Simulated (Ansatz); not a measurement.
Theory: DFT PBE, scalar-relativistic, plane waves, PAW (Ansatz). Plane waves to 420 eV, a 12×12×12 mesh through Γ for the 2-atom cell and 0.02 eV Gaussian smearing; no spin polarisation.

Formation energies are uncorrected and refer to the elements' standard structures at the same level.

Question: Find a candidate cubic narrow-gap semiconductor made of Pb and Se, with a gap near 0.4 eV, a formation energy near −0.57 eV/atom and a density near 7.91 g/cm³, in a cell of 2 atoms.

Answer: PbSe, space group Fm-3m (No. 225). Pb has 6 Se at 3.11 Å; Se is surrounded by 6 Pb at 3.11 Å.

Space group Fm-3m (No. 225). a = 6.218 Å, b = 6.218 Å, c = 6.218 Å, α = 90.00°, β = 90.00°, γ = 90.00°
```
atom  site  symmetry       x       y       z
  Pb    4a      m-3m  0.0000  0.0000  0.0000
  Se    4b      m-3m  0.5000  0.0000  0.0000
```

- Volume per atom: 30.05 Å³
- Density: 7.91 g/cm³
- Formation energy: −0.565 eV/atom
- Gap on the 12×12×12 mesh of the 2-atom cell: 0.43 eV

The cell was reached from a generator's guess, though it ends in a space group that the Crystallography Open Database lists for this formula. Other answers may fit too; this one was computed.

These runs have no spin–orbit coupling, which can matter for Pb. Kohn–Sham gaps at this level usually fall short of measured ones. The missing spin–orbit coupling can work the other way here. The reference form of Se is held partly by dispersion forces, which this level lacks. This cell was reached by moving the atoms of another relaxed cell at random and relaxing again, last within the group found; it had no such test of its own.
